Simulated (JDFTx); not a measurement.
# MgB2 (P6/mmm) in JDFTx: equation of state

Aim: energy against volume of MgB2 in PBEsol, for its equilibrium volume and stiffness.

Program: JDFTx 1.7.0 (patched build). These are calculated values, not measurements. Logs are shortened: lines on timing, memory, paths and dates and some standing lists are left out, and cuts for length are marked. The log counts tension as positive stress, the text compression.

### Step 1. Starting point

The structure is hexagonal, space group P6/mmm (No. 191). Conventional cell: a = 3.085 Å, b = 3.085 Å, c = 3.523 Å, α = 90.00°, β = 90.00°, γ = 120.00°. Around Mg (site symmetry 6/mmm) lie 12 B at 2.51 Å. Around B (site symmetry -6m2) lie 3 B at 1.78 Å.

### Step 2. Equation of state, PBEsol, 9.10 Å³/atom (volume scaled by 0.94)

Contents of MgB2.in:

```
lattice \
    5.7107960871    -2.8553980435     0.0000000000 \
    0.0000000000     4.9456944874     0.0000000000 \
    0.0000000000     0.0000000000     6.5215995510
coords-type Lattice
ion Mg     0.0000000000     0.0000000000     0.0000000000 1
ion B      0.6666666667     0.3333333333     0.5000000000 1
ion B      0.3333333333     0.6666666667     0.5000000000 1

ion-species pseudo/Mg.upf
ion-species pseudo/B.upf
elec-cutoff 42 336
elec-ex-corr gga-PBEsol
kpoint-folding 10 10 8
elec-smearing Fermi 0.0018374661
elec-n-bands 14
electronic-SCF nIterations 100 energyDiffThreshold 1e-09
electronic-minimize nIterations 30 energyDiffThreshold 1e-7
forces-output-coords Cartesian

dump-name run.$VAR
dump End Ecomponents EigStats BandEigs Kpoints Forces Stress
```

Potentials or basis: PseudoDojo-SR-PBEsol-0.4.1-standard with smoothed tails.

Command:

```
jdftx -c 1 -i MgB2.in -o MgB2.out
```

The log of the run:

```text
*************** JDFTx 1.7.0 (patched build) ***************

Input parsed successfully to the following command list (including defaults):
[... the input with its defaults ...]

---------- Setting up symmetries ----------

Found 24 point-group symmetries of the bravais lattice
Found 24 space-group symmetries with basis
Applied RMS atom displacement 2.6921e-10 bohrs to make symmetries exact.

---------- Initializing the Grid ----------
R =
[       5.7108      -2.8554            0  ]
[            0      4.94569            0  ]
[            0            0       6.5216  ]
unit cell volume = 184.195
G =
[    1.10023   0.635218         -0  ]
[          0    1.27044          0  ]
[          0         -0   0.963442  ]
Minimum fftbox size, Smin = [  48  48  56  ]
Chosen fftbox size, S = [  48  48  56  ]

---------- Initializing tighter grid for wavefunction operations ----------
R =
[       5.7108      -2.8554            0  ]
[            0      4.94569            0  ]
[            0            0       6.5216  ]
unit cell volume = 184.195
G =
[    1.10023   0.635218         -0  ]
[          0    1.27044          0  ]
[          0         -0   0.963442  ]
Minimum fftbox size, Smin = [  36  36  40  ]
Chosen fftbox size, S = [  36  36  40  ]

---------- Exchange Correlation functional ----------
Initalized PBEsol GGA exchange.
Initalized PBEsol GGA correlation.

---------- Setting up pseudopotentials ----------
Width of ionic core gaussian charges (only for fluid interactions / plotting) set to 0

Reading pseudopotential file 'pseudo/Mg.upf':
  'Mg' pseudopotential, 'PBESOL' functional
  Generated using ONCVPSP code by D. R. Hamann
  10 valence electrons, 3 orbitals, 4 projectors, 1001 radial grid points, with lMax = 1
    2S    l: 0   occupation:  2.0   eigenvalue: -2.925002
    2P    l: 1   occupation:  6.0   eigenvalue: -1.710720
    3S    l: 0   occupation:  2.0   eigenvalue: -0.171965
  Core radius for overlap checks: 1.50 bohrs.

Reading pseudopotential file 'pseudo/B.upf':
  'B' pseudopotential, 'PBESOL' functional
  Generated using ONCVPSP code by D. R. Hamann
  3 valence electrons, 2 orbitals, 4 projectors, 1001 radial grid points, with lMax = 1
    2S    l: 0   occupation:  2.0   eigenvalue: -0.344017
    2P    l: 1   occupation:  1.0   eigenvalue: -0.130657
  Core radius for overlap checks: 1.18 bohrs.

Initialized 2 species with 3 total atoms.

Folded 1 k-points by 10x10x8 to 800 k-points.

---------- Setting up k-points, bands, fillings ----------
Reduced to 70 k-points under symmetry.
Computing the number of bands and number of electrons
Calculating initial fillings.
nElectrons:  16.000000   nBands: 14   nStates: 70

----- Setting up reduced wavefunction bases (one per k-point) -----
average nbasis = 2394.229 , ideal nbasis = 2394.672

---------- Setting up ewald sum ----------
Optimum gaussian width for ewald sums = 1.890090 bohr.
Real space sum over 1089 unit cells with max indices [  5  5  4  ]
Reciprocal space sum over 2535 terms with max indices [  6  6  7  ]

---------- Allocating electronic variables ----------
Initializing wave functions:  linear combination of atomic orbitals
Note: number of bands (14) exceeds available atomic orbitals (13)
Mg pseudo-atom occupations:   s ( 2 2 )  p ( 6 )
B pseudo-atom occupations:   s ( 2 )  p ( 1 )
	FillingsUpdate:  mu: +0.428693972  nElectrons: 16.000000
LCAOMinimize: Iter:   0  F: -64.8976651399844258  |grad|_K:  2.423e-03  alpha:  1.000e+00
	FillingsUpdate:  mu: +0.395297697  nElectrons: 16.000000
LCAOMinimize: Iter:   1  F: -64.9322352376295413  |grad|_K:  1.866e-04  alpha:  7.427e-01  linmin:  7.160e-02  cgtest: -7.459e-01
	FillingsUpdate:  mu: +0.395207578  nElectrons: 16.000000
[... 5 lines of inner loops ...]
LCAOMinimize: Iter:   4  F: -64.9324121010448607  |grad|_K:  1.005e-06  alpha:  8.681e-01  linmin: -4.257e-05  cgtest:  1.417e-03
	FillingsUpdate:  mu: +0.397327129  nElectrons: 16.000000
LCAOMinimize: Iter:   5  F: -64.9324121057478294  |grad|_K:  3.937e-08  alpha:  6.792e-01  linmin: -2.730e-03  cgtest:  1.115e-03
LCAOMinimize: Converged (|Delta F|<1.000000e-06 for 2 iters).

-------- Electronic minimization -----------
Will mix electronic density at each iteration.
	FillingsUpdate:  mu: +0.397327129  nElectrons: 16.000000
	FillingsUpdate:  mu: +0.375480415  nElectrons: 16.000000
SCF: Cycle:  0   F: -64.996018459322485   dF: -6.361e-02   |Residual|: 7.673e-02   |deigs|: 1.184e-01
	FillingsUpdate:  mu: +0.368476064  nElectrons: 16.000000
SCF: Cycle:  1   F: -65.006847327781998   dF: -1.083e-02   |Residual|: 2.998e-02   |deigs|: 2.239e-02
	FillingsUpdate:  mu: +0.363069501  nElectrons: 16.000000
SCF: Cycle:  2   F: -65.008435446823015   dF: -1.588e-03   |Residual|: 1.123e-02   |deigs|: 9.056e-03
	FillingsUpdate:  mu: +0.363520964  nElectrons: 16.000000
SCF: Cycle:  3   F: -65.008429464344928   dF: +5.982e-06   |Residual|: 2.812e-03   |deigs|: 9.595e-04
	FillingsUpdate:  mu: +0.363052506  nElectrons: 16.000000
SCF: Cycle:  4   F: -65.008440170635780   dF: -1.071e-05   |Residual|: 4.424e-04   |deigs|: 5.656e-04
	FillingsUpdate:  mu: +0.363012227  nElectrons: 16.000000
SCF: Cycle:  5   F: -65.008440365132188   dF: -1.945e-07   |Residual|: 1.203e-04   |deigs|: 1.876e-04
	FillingsUpdate:  mu: +0.363028300  nElectrons: 16.000000
SCF: Cycle:  6   F: -65.008440406546001   dF: -4.141e-08   |Residual|: 3.632e-05   |deigs|: 1.095e-04
	FillingsUpdate:  mu: +0.363035216  nElectrons: 16.000000
SCF: Cycle:  7   F: -65.008440412438887   dF: -5.893e-09   |Residual|: 2.954e-05   |deigs|: 1.139e-04
	FillingsUpdate:  mu: +0.363029955  nElectrons: 16.000000
SCF: Cycle:  8   F: -65.008440414749316   dF: -2.310e-09   |Residual|: 1.105e-05   |deigs|: 1.110e-04
	FillingsUpdate:  mu: +0.363031081  nElectrons: 16.000000
SCF: Cycle:  9   F: -65.008440415140115   dF: -3.908e-10   |Residual|: 5.115e-06   |deigs|: 1.017e-04
	FillingsUpdate:  mu: +0.363031556  nElectrons: 16.000000
SCF: Cycle: 10   F: -65.008440415250547   dF: -1.104e-10   |Residual|: 1.640e-06   |deigs|: 8.111e-05
SCF: Converged (|Delta E|<1.000000e-09 for 2 iters).

Setting wave functions to eigenvectors of Hamiltonian

# Stress tensor in Cartesian coordinates [Eh/a0^3]:
[ -0.000300221            0            0  ]
[            0 -0.000300221            0  ]
[            0            0 -0.000158474  ]

# Ionic positions in lattice coordinates:
ion Mg   0.000000000000000   0.000000000000000   0.000000000000000 1
ion B   0.666666666666667   0.333333333333333   0.500000000000000 1
ion B   0.333333333333333   0.666666666666667   0.500000000000000 1

# Forces in Cartesian coordinates:
force Mg   0.000000000000000   0.000000000000000   0.000000000000000 1
force B  -0.000000000000000   0.000000000000000   0.000000000000000 1
force B  -0.000000000000000  -0.000000000000000   0.000000000000000 1

# Energy components:
   Eewald =      -37.6975149807105652
       EH =       19.9657466399341850
     Eloc =      -57.2383065183132018
      Enl =      -18.0656167972434609
      Exc =      -10.3207749452799806
 Exc_core =        0.1837600941325954
       KE =       38.1645172877364374
-------------------------------------
     Etot =      -65.0081892197439970
       TS =        0.0002511955065438
-------------------------------------
        F =      -65.0084404152505471

IonicMinimize: Iter:   0  F: -65.008440415250547  |grad|_K:  3.060e-36
IonicMinimize: Converged (|grad|_K<1.000000e-04).

#--- Lowdin population analysis ---
# oxidation-state Mg +1.659
# oxidation-state B -0.789 -0.789

Dumping 'run.eigStats' ...
	eMin: -2.385044 at state 0 ( [ +0.000000 +0.000000 +0.000000 ] spin 0 )
	HOMO: +0.362471 at state 9 ( [ +0.000000 +0.100000 +0.500000 ] spin 0 )
	mu  : +0.363032
	LUMO: +0.363468 at state 6 ( [ +0.000000 +0.100000 +0.125000 ] spin 0 )
	eMax: +0.960287 at state 29 ( [ +0.000000 +0.500000 +0.500000 ] spin 0 )
	HOMO-LUMO gap: +0.000997
	Optical gap  : +0.013173 at state 9 ( [ +0.000000 +0.100000 +0.500000 ] spin 0 )
Done!
```

Run time: 39 s. Hardware: 1 thread of Intel Xeon 6975P-C (Granite Rapids), shared host; peak memory 0.14 GiB.

What came out:

| Property | Result |
| --- | --- |
| Free energy | -1768.9698 eV |
| Pressure | 7.4 GPa |
| Band gap on the k mesh | none (metal or under the smearing width) |
| Loewdin charges | Mg +1.66; B -0.79 e |

### Step 3. Equation of state, PBEsol, 9.29 Å³/atom (volume scaled by 0.96)

Changes to MgB2.in since step 2:

```diff
@@ -1,5 +1,5 @@
 lattice \
-    5.7107960871    -2.8553980435     0.0000000000 \
-    0.0000000000     4.9456944874     0.0000000000 \
-    0.0000000000     0.0000000000     6.5215995510
+    5.7510142859    -2.8755071431     0.0000000000 \
+    0.0000000000     4.9805244693     0.0000000000 \
+    0.0000000000     0.0000000000     6.5675278215
 coords-type Lattice
```

Potentials or basis: PseudoDojo-SR-PBEsol-0.4.1-standard with smoothed tails.

Command:

```
jdftx -c 1 -i MgB2.in -o MgB2.out
```

It took 36 s on 1 thread of Intel Xeon 6975P-C (Granite Rapids), shared host; peak memory 0.14 GiB.

Results (log left out):

* Free energy: -1768.9901 eV
* Pressure: 3.8 GPa
* Band gap on the k mesh: none (metal or under the smearing width)
* Loewdin charges: Mg +1.65; B -0.79 e

### Step 4. Equation of state, PBEsol, 9.49 Å³/atom (volume scaled by 0.98)

Changes to MgB2.in since step 3:

```diff
@@ -1,5 +1,5 @@
 lattice \
-    5.7510142859    -2.8755071431     0.0000000000 \
-    0.0000000000     4.9805244693     0.0000000000 \
-    0.0000000000     0.0000000000     6.5675278215
+    5.7906777069    -2.8953388535     0.0000000000 \
+    0.0000000000     5.0148739993     0.0000000000 \
+    0.0000000000     0.0000000000     6.6128225483
 coords-type Lattice
```

Command:

```
jdftx -c 1 -i MgB2.in -o MgB2.out
```

Wall time 38 s (1 thread of Intel Xeon 6975P-C (Granite Rapids), shared host); peak memory 0.14 GiB.

The run converged. Its results:

```
Free energy            : -1768.9976 eV
Pressure               : 0.4 GPa
Band gap on the k mesh : none (metal or under the smearing width)
Loewdin charges        : Mg +1.65; B -0.78 e
```

### Step 5. Equation of state, PBEsol, 9.68 Å³/atom

Changes to MgB2.in since step 4:

```diff
@@ -1,5 +1,5 @@
 lattice \
-    5.7906777069    -2.8953388535     0.0000000000 \
-    0.0000000000     5.0148739993     0.0000000000 \
-    0.0000000000     0.0000000000     6.6128225483
+    5.8298050945    -2.9149025472     0.0000000000 \
+    0.0000000000     5.0487593110     0.0000000000 \
+    0.0000000000     0.0000000000     6.6575051371
 coords-type Lattice
```

Command:

```
jdftx -c 1 -i MgB2.in -o MgB2.out
```

Run time: 41 s. Hardware: 1 thread of Intel Xeon 6975P-C (Granite Rapids), shared host; peak memory 0.15 GiB.

It converged, with:

```yaml
Free_energy: -1768.9935 eV
Pressure: -2.7 GPa
Band_gap_on_the_k_mesh: none (metal or under the smearing width)
Loewdin_charges: Mg +1.64; B -0.78 e
```

### Step 6. Equation of state, PBEsol, 9.87 Å³/atom (volume scaled by 1.02)

Changes to MgB2.in since step 5:

```diff
@@ -1,5 +1,5 @@
 lattice \
-    5.8298050945    -2.9149025472     0.0000000000 \
-    0.0000000000     5.0487593110     0.0000000000 \
-    0.0000000000     0.0000000000     6.6575051371
+    5.8684142004    -2.9342071002     0.0000000000 \
+    0.0000000000     5.0821957775     0.0000000000 \
+    0.0000000000     0.0000000000     6.7015958600
 coords-type Lattice
```

Potentials or basis: PseudoDojo-SR-PBEsol-0.4.1-standard with smoothed tails.

Command:

```
jdftx -c 1 -i MgB2.in -o MgB2.out
```

Wall time 41 s (1 thread of Intel Xeon 6975P-C (Granite Rapids), shared host); peak memory 0.15 GiB.

The run converged. Its results:

- Free energy: -1768.9789 eV
- Pressure: -5.4 GPa
- Band gap on the k mesh: none (metal or under the smearing width)
- Loewdin charges: Mg +1.64; B -0.78 e

### Step 7. Equation of state, PBEsol, 10.07 Å³/atom (volume scaled by 1.04)

Changes to MgB2.in since step 6:

```diff
@@ -1,5 +1,5 @@
 lattice \
-    5.8684142004    -2.9342071002     0.0000000000 \
-    0.0000000000     5.0821957775     0.0000000000 \
-    0.0000000000     0.0000000000     6.7015958600
+    5.9065218539    -2.9532609270     0.0000000000 \
+    0.0000000000     5.1151979736     0.0000000000 \
+    0.0000000000     0.0000000000     6.7451139357
 coords-type Lattice
```

Command:

```
jdftx -c 1 -i MgB2.in -o MgB2.out
```

It took 40 s on 1 thread of Intel Xeon 6975P-C (Granite Rapids), shared host; peak memory 0.16 GiB.

The run converged. Its results:

| Item | Value |
| --- | --- |
| Free energy | -1768.9546 eV |
| Pressure | -8.0 GPa |
| Band gap on the k mesh | none (metal or under the smearing width) |
| Loewdin charges | Mg +1.63; B -0.77 e |

### Step 8. Equation of state, PBEsol, 10.26 Å³/atom (volume scaled by 1.06)

Changes to MgB2.in since step 7:

```diff
@@ -1,5 +1,5 @@
 lattice \
-    5.9065218539    -2.9532609270     0.0000000000 \
-    0.0000000000     5.1151979736     0.0000000000 \
-    0.0000000000     0.0000000000     6.7451139357
+    5.9441440266    -2.9720720133     0.0000000000 \
+    0.0000000000     5.1477797308     0.0000000000 \
+    0.0000000000     0.0000000000     6.7880776031
 coords-type Lattice
```

Command:

```
jdftx -c 1 -i MgB2.in -o MgB2.out
```

It took 42 s on 1 thread of Intel Xeon 6975P-C (Granite Rapids), shared host; peak memory 0.15 GiB.

The run converged. Its results:

| Quantity | Value |
| --- | --- |
| Free energy | -1768.9216 eV |
| Pressure | -10.3 GPa |
| Band gap on the k mesh | none (metal or under the smearing width) |
| Loewdin charges | Mg +1.63; B -0.77 e |

### Step 9. Equation of state, PBEsol

Potentials or basis: PseudoDojo-SR-PBEsol-0.4.1-standard with smoothed tails.

This step only gathers the single runs of the series.

Results:

| Quantity | Value |
| --- | --- |
| Equilibrium volume | 9.51 Å³/atom |
| Bulk modulus at fixed shape and positions | 155 GPa |
| Pressure derivative of the bulk modulus | 3.6 |

Energy against volume, from the lowest point:
```tsv
volume (Å³/atom)	energy (meV/atom)
9.098	9.28
9.292	2.51
9.485	0.00
9.679	1.36
9.873	6.24
10.066	14.33
10.260	25.35
```

Caveat: the cell was scaled at fixed shape and fractional positions, which overstates the stiffness of a crystal with free parameters, most of all of layers and chains.
